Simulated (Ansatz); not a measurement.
Runs of Ansatz 0.2.0 on MnO. It takes space group Fm-3m (No. 225, cubic). Conventional cell: a = 4.448 Å, b = 4.448 Å, c = 4.448 Å, α = 90.00°, β = 90.00°, γ = 90.00°. Around Mn (site symmetry m-3m) lie 6 O at 2.22 Å. O (site symmetry m-3m) is surrounded by 6 Mn at 2.22 Å. The cell is a database's computed one.

| task | level | potentials or basis | U | cell | k mesh | cutoff (eV) | smearing | points for each segment of the path | hubbard projectors | double counting | mesh quality | gap on the mesh (eV) | pressure (GPa) | moment (μB) | V0 of scaled cells (Å³/atom) | relaxed volume (Å³/atom) | B0 (GPa) |
| --- | --- | --- | --- | --- | --- | --- | --- | --- | --- | --- | --- | --- | --- | --- | --- | --- | --- |
| band structure | B3LYP | Ansatz PAW | - | as given | 5 × 5 × 5 | 420 | fermi-dirac 0.05 eV | 4 | - | - | coarse | 2.05 | - | 5.00 | - | - | - |
| equation of state | r2SCAN | Ansatz PAW | - | as given | 10 × 10 × 10 | 500 | fermi-dirac 0.05 eV | - | - | - | not flagged | - | - | - | 11.02 | - | 163 |
| band structure | PBEsol+U | Ansatz PAW | Mn d U = 3 eV | as given | 10 × 10 × 10 | 420 | fermi-dirac 0.05 eV | 14 | ortho-atomic (the default) | fll (the default) | not flagged | none | (b) | 5.00 | - | - | - |
| equation of state | PBE0 | Ansatz PAW | - | as given | 6 × 6 × 6 | 420 | fermi-dirac 0.05 eV | - | - | - | coarse | - | - | - | 11.06 | - | 163 |
| band structure | PBE | SPMS NC | - | as given | 10 × 10 × 10 | 1034 | fermi-dirac 0.05 eV | 14 | - | - | not flagged | none | 0.3 | 4.83 | - | - | - |
| band structure | PBE0 | Ansatz PAW | - | as given | 5 × 5 × 5 | 420 | fermi-dirac 0.05 eV | 4 | - | - | coarse | (c) | - | 5.00 | - | - | - |
| single point | PBE | Ansatz PAW | - | as given | 10 × 10 × 10 | 420 | gaussian 0.015 eV | - | - | - | not flagged | none | 0.2 | 4.80 | - | - | - |
| band structure | PBEsol+U | Ansatz PAW | Mn d U = 8 eV | as given | 10 × 10 × 10 | 420 | fermi-dirac 0.05 eV | 14 | ortho-atomic (the default) | fll (the default) | not flagged | (a) | 7.4 | 5.00 | - | - | - |
| relaxation of cell and atoms | PBEsol+D4 | Ansatz PAW | - | relaxed | 10 × 10 × 10 | 420 | fermi-dirac 0.05 eV | - | - | - | not flagged | - | 0.0 | 4.56 | - | 10.44 | - |
| band structure | PBE | Ansatz PAW | - | as given | 10 × 10 × 10 | 420 | fermi-dirac 0.05 eV | 14 | - | - | not flagged | none | 0.1 | 4.79 | - | - | - |
| single point | PBE | Ansatz PAW | - | as given | 10 × 10 × 10 | 420 | gaussian 0.023 eV | - | - | - | not flagged | none | 0.2 | 4.80 | - | - | - |
| relaxation of cell and atoms | PBE+D4 | Ansatz PAW | - | relaxed | 10 × 10 × 10 | 420 | fermi-dirac 0.05 eV | - | - | - | not flagged | - | 0.0 | 4.68 | - | 10.62 | - |

Alike in all rows: spin collinear, ferromagnetic start.

Estimate the missing entries.

(a) 0.54; (b) 1.6; (c) 2.17.

Caveats: some runs use coarse meshes; a cell with one magnetic atom can't hold antiferromagnetic order, which such compounds often take (some runs); the PAW data sets come from PBE, with cores solved anew for the run's functional, which leaves a small shift of forces and pressure (some runs); the magnetic or orbital state may not be the lowest (some runs); semilocal functionals often make such compounds metallic where correlation or magnetic order opens a gap, which also shifts bond lengths (some runs); the k mesh misses the band edges, so the gap on the mesh is wider than the one along the path (some runs); the plane-wave basis is chosen anew once the cell has moved, so the energies of steps on either side of that aren't comparable (some runs); the potentials were made for another functional, which shifts forces and pressure (some runs).

A gap of «none» marks a metal or a gap under the smearing width.

Not every run made on this cell is shown here.
